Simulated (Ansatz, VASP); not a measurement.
# CdSe (Cadmoselite): VASP beside Ansatz, part 2 of 2

One calculation is typed for both programs; each brings its own data sets and cutoff. How far apart do they land? The cell is taken from a series of VASP runs on this material, whose earlier steps may have relaxed, scaled or displaced it; both programs get it as it stands.

VASP 6.6.1 and Ansatz 0.2.0.

So far: Starting point; Ansatz: band structure, HSE06.

**3. VASP: band structure, HSE06**

Level of this step: HSE06; plane waves and PAW (Cd, Se) (VASP).

The same cell, functional, mesh and smearing now go to VASP, with its own data sets and cutoff.

Lines of VASP's logs that name or quote its potential files are left out, and so is its time.

The run reads the wave functions of an earlier VASP run, which isn't shown here.

Contents of INCAR:

```
SYSTEM = CdSe
PREC = Accurate
ENCUT = 400
EDIFF = 1E-06
NELM = 100
ISMEAR = 0
SIGMA = 0.05
LREAL = .FALSE.
ALGO = Normal
LHFCALC = .TRUE.
AEXX = 0.25
GGA = PE
HFSCREEN = 0.2
LASPH = .TRUE.
NBANDS = 24
PRECFOCK = Fast
LORBIT = 11
LWAVE = .FALSE.
LCHARG = .FALSE.
KPAR = 4
```

Contents of POSCAR:

```
CdSe
1.0
    4.3156289234      0.0000000000      0.0000000000
   -2.1578144617      3.7374442810      0.0000000000
    0.0000000000      0.0000000000      7.0446329691
Cd Se
2 2
Direct
    0.3333333333      0.6666666667      0.0046907969
    0.6666666667      0.3333333333      0.5046907969
    0.3333333333      0.6666666667      0.3803092031
    0.6666666667      0.3333333333      0.8803092031
```

Contents of KPOINTS:

```
Automatic mesh
0
Gamma
4 4 2
0 0 0
```

Contents of KPOINTS_OPT:

```
Line mode
6
Line-mode
Reciprocal
  0.00000000   0.00000000   0.00000000 GAMMA
  0.50000000   0.00000000   0.00000000 M

  0.50000000   0.00000000   0.00000000 M
  0.33333333   0.33333333   0.00000000 K

  0.33333333   0.33333333   0.00000000 K
  0.00000000   0.00000000   0.00000000 GAMMA

  0.00000000   0.00000000   0.00000000 GAMMA
  0.00000000   0.00000000   0.50000000 A

  0.00000000   0.00000000   0.50000000 A
  0.50000000   0.00000000   0.50000000 L

  0.50000000   0.00000000   0.50000000 L
  0.33333333   0.33333333   0.50000000 H

  0.33333333   0.33333333   0.50000000 H
  0.00000000   0.00000000   0.50000000 A

  0.50000000   0.00000000   0.50000000 L
  0.50000000   0.00000000   0.00000000 M

  0.33333333   0.33333333   0.00000000 K
  0.33333333   0.33333333   0.50000000 H
```

Potentials, in the order of the species: Cd and Se (PBE family, release 64).

Run with:

```console
mpirun -np 4 vasp_std
```

Numbers of over 12 decimals in the logs are rounded to 6 here.

Log:

```text
[banner, memory and clock lines left out]
running    4 mpi-ranks, on    1 nodes
 distrk:  each k-point on    1 cores,    4 groups
 distr:  one band on    1 cores,    1 groups

 POSCAR found type information on POSCAR CdSe
 POSCAR found :  2 types and       4 ions
 LDA part: xc-table for (Slater+PW92), standard interpolation
 found WAVECAR, reading the header
 POSCAR, INCAR and KPOINTS ok, starting setup
 FFT: planning ... GRIDC
 FFT: planning ... GRID_SOFT
 FFT: planning ... GRID
 reading WAVECAR
 the WAVECAR file was read successfully
 initial charge from wavefunction
 entering main loop
       N       E                     dE             d eps       ncg     rms          rms(c)
DAV:   1    -0.136772786869E+02   -0.13677E+02   -0.43908E-01   384   0.568E+00    0.155E+00
DAV:   2    -0.136818694572E+02   -0.45908E-02   -0.42385E-02   432   0.204E+00    0.117E+00
DAV:   3    -0.136811327902E+02    0.73667E-03   -0.17121E-03   448   0.250E-01    0.698E-01
DAV:   4    -0.136810727930E+02    0.59997E-04   -0.53153E-04   440   0.110E-01    0.379E-01
DAV:   5    -0.136810543140E+02    0.18479E-04   -0.36888E-05   448   0.400E-02    0.214E-01
DAV:   6    -0.136810452745E+02    0.90395E-05   -0.68766E-06   416   0.167E-02    0.125E-01
DAV:   7    -0.136810440777E+02    0.11968E-05   -0.40575E-06   432   0.102E-02    0.737E-02
DAV:   8    -0.136810449991E+02   -0.92137E-06   -0.16060E-06   360   0.656E-03
   1 F= -.13681045E+02 E0= -.13681045E+02  d E =-.504426E-13
 Start KPOINTS_OPT (optional k-point list driver)
k-point batch [1-8\54]
       N       E                     dE             ncg
DAV:   1     0.222750354499E+03   -0.43757E+04      384
DAV:   2    -0.181832516732E+04   -0.20411E+04      432
DAV:   3    -0.194873215154E+04   -0.13041E+03      456
DAV:   4    -0.195132318515E+04   -0.25910E+01      464
DAV:   5    -0.195134274052E+04   -0.19555E-01      464
DAV:   6    -0.195134294419E+04   -0.20367E-03      448
DAV:   7    -0.195134294727E+04   -0.30742E-05      408
DAV:   8    -0.195134294734E+04   -0.76920E-07      320
[...]
k-point batch [49-54\54]
       N       E                     dE             ncg
DAV:   1     0.199893639758E+04   -0.57484E+04      288
DAV:   2     0.526834813331E+03   -0.14721E+04      304
DAV:   3     0.440269232119E+03   -0.86566E+02      368
DAV:   4     0.438699701107E+03   -0.15695E+01      336
DAV:   5     0.438688748968E+03   -0.10952E-01      344
DAV:   6     0.438688664173E+03   -0.84796E-04      336
DAV:   7     0.438688663415E+03   -0.75822E-06      256
```

From OUTCAR (step 3):

```text
ion  position               nearest neighbor table
   1  0.333  0.667  0.005-   4 2.64   4 2.64   4 2.64   3 2.65
   2  0.667  0.333  0.505-   3 2.64   3 2.64   3 2.64   4 2.65
   3  0.333  0.667  0.380-   2 2.64   2 2.64   2 2.64   1 2.65
   4  0.667  0.333  0.880-   1 2.64   1 2.64   1 2.64   2 2.65

  LATTYP: Found a hexagonal cell.
 ALAT       =     4.3156289234
 C/A-ratio  =     1.6323537297

 Subroutine GETGRP returns: Found 12 space group operations
 (whereof  6 operations were pure point group operations)

The static configuration has the point symmetry C_3v.
 The point group associated with its full space group is C_6v.

 Found      8 irreducible k-points:

   k-points           NKPTS =      8   k-points in BZ     NKDIM =     32   number of bands    NBANDS=     24

   dimension x,y,z NGX =    28 NGY =   28 NGZ =   48
   dimension x,y,z NGXF=    56 NGYF=   56 NGZF=   96

   ENCUT  =  400.0 eV  29.40 Ry    5.42 a.u.   7.04  7.04 11.49*2*pi/ulx,y,z

   NELECT =      36.0000    total number of electrons

 k-points in reciprocal lattice and weights: Automatic mesh
   0.00000000  0.00000000  0.00000000       0.031
   0.25000000 -0.00000000  0.00000000       0.188
   0.50000000 -0.00000000  0.00000000       0.094
   0.25000000  0.25000000  0.00000000       0.188
   0.00000000  0.00000000  0.50000000       0.031
   0.25000000 -0.00000000  0.50000000       0.188
   0.50000000 -0.00000000  0.50000000       0.094
   0.25000000  0.25000000  0.50000000       0.188

  exchange ACFDT corr.  =         0.00000000  see jH, gK, PRB 81, 115126

 average (electrostatic) potential at core
       1 -33.5958       2 -33.5958       3 -52.7515       4 -52.7515

 E-fermi :   0.5116

 k-point     1 :       0.0000    0.0000    0.0000
  band No.  band energies     occupation
    ...
     14      -0.5415      2.00000
     15      -0.5415      2.00000
     16       0.2195      2.00000
     17       0.2652      2.00000
     18       0.2653      2.00000
     19       1.8823      0.00000
     20       3.4670      0.00000
     21       7.1839      0.00000
     22       7.1839      0.00000
     23       7.4810      0.00000
    ...

 k-point     2 :       0.2500   -0.0000    0.0000
  band No.  band energies     occupation
    ...
     14      -2.3502      2.00000
     15      -1.9146      2.00000
     16      -1.1689      2.00000
     17      -0.2670      2.00000
     18      -0.1402      2.00000
     19       3.8156      0.00000
     20       4.7597      0.00000
     21       6.4390      0.00000
     22       7.2143      0.00000
     23       7.7941      0.00000
    ...

 k-point     3 :       0.5000   -0.0000    0.0000
  band No.  band energies     occupation
    ...
     14      -3.5437      2.00000
     15      -2.5288      2.00000
     16      -1.6872      2.00000
     17      -1.1233      2.00000
     18      -0.5310      2.00000
     19       4.5027      0.00000
     20       4.5487      0.00000
     21       5.9339      0.00000
     22       7.5628      0.00000
     23       7.7618      0.00000
    ...

  energy-cutoff  :      400.00
  volume of cell :      113.63
      direct lattice vectors                 reciprocal lattice vectors
     4.315628923  0.000000000  0.000000000     0.231715937  0.133781259  0.000000000
    -2.157814462  3.737444281  0.000000000     0.000000000  0.267562517  0.000000000
     0.000000000  0.000000000  7.044632969     0.000000000  0.000000000  0.141952037

 POSITION                                       TOTAL-FORCE (eV/Angst)
 -----------------------------------------------------------------------------------
     -0.00000      2.49163      0.03304        -0.000000      0.000000      0.011181
      2.15781      1.24581      3.55536         0.000000     -0.000000      0.011181
     -0.00000      2.49163      2.67914        -0.000000      0.000000     -0.011181
      2.15781      1.24581      6.20146         0.000000      0.000000     -0.011181
 -----------------------------------------------------------------------------------
    total drift:                                0.000001      0.000001     -0.000269

  FREE ENERGIE OF THE ION-ELECTRON SYSTEM (eV)
  ---------------------------------------------------
  free  energy   TOTEN  =       -13.6810449991 eV

  energy  without entropy=      -13.6810449991  energy(sigma->0) =      -13.68104500

 total charge
# of ion       s       p       d       tot
------------------------------------------
    1        0.411   0.305   9.594  10.310
    2        0.411   0.305   9.594  10.310
    3        1.447   2.462   0.020   3.928
    4        1.447   2.462   0.020   3.928
--------------------------------------------------
tot          3.716   5.534  19.228  28.477

[... 3 further parts left out ...]
```

The k-mesh is coarse for exact exchange; levels may shift by about 0.1 eV on a finer one. Spin-orbit coupling is off here; it would split degenerate levels, and it lifts a valence top of Se p states by about 0.1 eV.

**4. Comparison**

Known differences besides the potentials themselves: exact exchange at q = 0 is treated differently, which shows on coarse meshes; VASP keeps PBE cores, Ansatz makes them for the functional; the data sets hold 72 valence electrons in Ansatz (default PAW (the set named soft_2) files) and 36 in VASP; the cutoff is 420 eV in Ansatz and 400 eV in VASP; VASP takes a coarser grid for exact exchange (PRECFOCK = Fast). Total energies have different zeros and are not compared.

Both answers:

```tsv
quantity	Ansatz	VASP	difference
gap over the path points (eV)	1.616	1.617	-0.001
```

Levels at points of the path, from each program's valence-band top (eV; 4 filled, then empty):

```tsv
k (reciprocal lattice)	Ansatz	VASP
0.000 0.000 0.000	-0.81 -0.05 0.00 0.00 1.62 3.20 6.92	-0.81 -0.05 0.00 0.00 1.62 3.20 6.92
0.400 0.000 0.000	-2.88 -1.86 -1.16 -0.72 4.16 4.33 5.81	-2.87 -1.86 -1.16 -0.72 4.16 4.34 5.82
0.400 0.200 0.000	-2.90 -2.31 -1.60 -1.47 5.16 5.37 5.59	-2.90 -2.30 -1.60 -1.47 5.17 5.38 5.60
0.200 0.200 0.000	-2.73 -2.13 -1.01 -0.91 4.50 5.52 5.95	-2.73 -2.13 -1.01 -0.91 4.51 5.53 5.96
0.000 0.000 0.100	-0.79 -0.31 -0.02 -0.02 1.86 3.21 6.93	-0.79 -0.31 -0.02 -0.02 1.86 3.22 6.93
0.000 0.000 0.500	-0.42 -0.42 -0.42 -0.42 3.35 3.35 6.87	-0.42 -0.42 -0.42 -0.42 3.36 3.36 6.89
0.400 0.000 0.500	-1.46 -1.46 -1.33 -1.33 3.99 3.99 5.92	-1.46 -1.46 -1.33 -1.33 4.00 4.00 5.92
0.400 0.200 0.500	-2.24 -2.24 -1.22 -1.22 4.56 4.56 6.48	-2.24 -2.24 -1.22 -1.22 4.57 4.57 6.49
0.200 0.200 0.500	-1.70 -1.70 -1.33 -1.33 4.74 4.74 6.22	-1.70 -1.70 -1.33 -1.33 4.75 4.75 6.23
0.500 0.000 0.400	-1.74 -1.59 -1.24 -1.22 3.69 4.14 5.78	-1.74 -1.59 -1.24 -1.22 3.69 4.14 5.79
```

Among the levels compared at these points, filled levels agree within 2 meV and empty ones within 19 meV.

**5. Outcome**

```json
{
 "difference in gap over the path points (band structure, HSE06)": "-1.0e-3 eV"
}
```

What this shows: The difference in gap over the path points is -1.0e-3 eV (band structure, HSE06), within the 0.08 eV picked in this series as the mark of a large difference. Such differences can come from data sets, numerical settings and the points named under the comparisons, not from the functional's error against experiment.

[Lines on the potential files, build, host, timing and source positions are cut from VASP's logs without a mark.]

[Logs are printed without paths, hosts, clocks, repeated set-up lines and the standing remarks that a program may print on its own settings, such as how far it seeks lower states.]

[Hosts, paths, dates, database ids (printed as entryN), source tags and the programs' standing remarks are cut or masked in the printed files.]
